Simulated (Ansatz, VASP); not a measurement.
## PbO in VASP and in Ansatz

```xyz
4
Lattice="3.7757 0.0000 0.0000 0.0000 3.7757 0.0000 0.0000 0.0000 4.7709" Properties=species:S:1:pos:R:3 pbc="T T T"
Pb    0.0000    1.8878    1.1216
Pb    1.8878    0.0000    3.6493
O     0.0000    0.0000    0.0000
O     1.8878    1.8878    0.0000
```

Change from the starting cell: strain -0.050 along x and y, -0.050 along z, atoms carried along.

Alike in both runs: task single point; functional PBE; k mesh 8 × 8 × 6; occupations gaussian, width 0.05 eV; no spin polarisation.

|  | VASP | Ansatz |
| --- | --- | --- |
| version | VASP 6.6.1 | Ansatz 0.2.0 |
| potentials or method | VASP PAW PBE potentials, release 64 (Pb_d, O) | scalar-relativistic, plane waves, PAW |
| plane-wave cutoff (eV) | 520 | 420 |
| valence electrons in the cell | 40 | 40 |

VASP gave:

* gap on the k mesh at the Fermi level (eV): 0.92
* least direct gap on the mesh (eV): 2.48
* pressure (GPa): 25.2
* largest component of the traceless stress (GPa): 3.34
* rms of the force components (eV/Å): 1.301

Task: Estimate Ansatz's values.

Result: gap on the k mesh at the Fermi level (eV): 0.90; least direct gap on the mesh (eV): 2.51; pressure (GPa): 25.0; largest component of the traceless stress (GPa): 3.32; rms of the force components (eV/Å): 1.274.

Atom by atom the forces differ by 0.028 eV/Å (rms over components). With one functional, cell and mesh, what is left measures potentials, basis and numerics.

Caveats: so large a pressure means that the cell lies far from this level's equilibrium, or that cutoff or potentials fall short (VASP); spin-orbit coupling is left out, which as a rule narrows the gap of such compounds by several tenths of an eV; forces of over 1 eV/Å show positions far from the minimum, so gaps and moduli don't describe the material at rest. A k mesh can miss the band edges.
